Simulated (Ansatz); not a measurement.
## WSe2 (P-6m2)

Level of theory: DFT r2SCAN, scalar-relativistic, plane waves, PAW in Ansatz 0.2.0.

Cutoff 500 eV; k points 9×9×2 on the computed 3-atom cell (Γ-centred); Gaussian smearing, width 0.02 eV; no spin polarisation.

The structure is relaxed at this level of theory with its symmetry kept. This form isn't the usual stable structure of the compound.

```
W Se
1.0
     3.31434    0.00000    0.00000
    -1.65717    2.87030    0.00000
     0.00000    0.00000   16.65866
W Se
1 2
Cartesian
  0.0000 0.0000 0.0000
  0.0000 1.9135 1.6610
  0.0000 1.9135 14.9977
```

Problem. Formation energy from the elements' standard states (uncorrected)?

Solution. -0.596 eV/atom.

Problem. Generalised Kohn–Sham band gap?

Solution. 1.64 eV, direct at K.

Problem. Löwdin character of the top 1 eV of the valence band?

Solution. W 5d 69 %, Se 4p 27 %.

Problem. Löwdin character of the lowest 1 eV of the conduction band?

Solution. W 5d 66 %, Se 4p 29 %.

Problem. Electron masses at the edge by Cartesian direction of the standard setting (m_e; degenerate bands sorted by energy; no spin-orbit coupling)?

Solution. x: 0.32; y: 0.32; z: over 30.

Problem. Hole masses at the edge by Cartesian direction of the standard setting (m_e; degenerate bands sorted by energy; no spin-orbit coupling)?

Solution. x: 0.41; y: 0.41; z: over 30.

Problem. Bader charges (e)?

Solution. W (1 in the cell) 1.18, Se (2 in the cell) -0.59.

Spin-orbit coupling is left out, which matters for the bands of heavy elements. Each cell of WSe2 holds layers, and where no dispersion correction was added their binding is poorly described.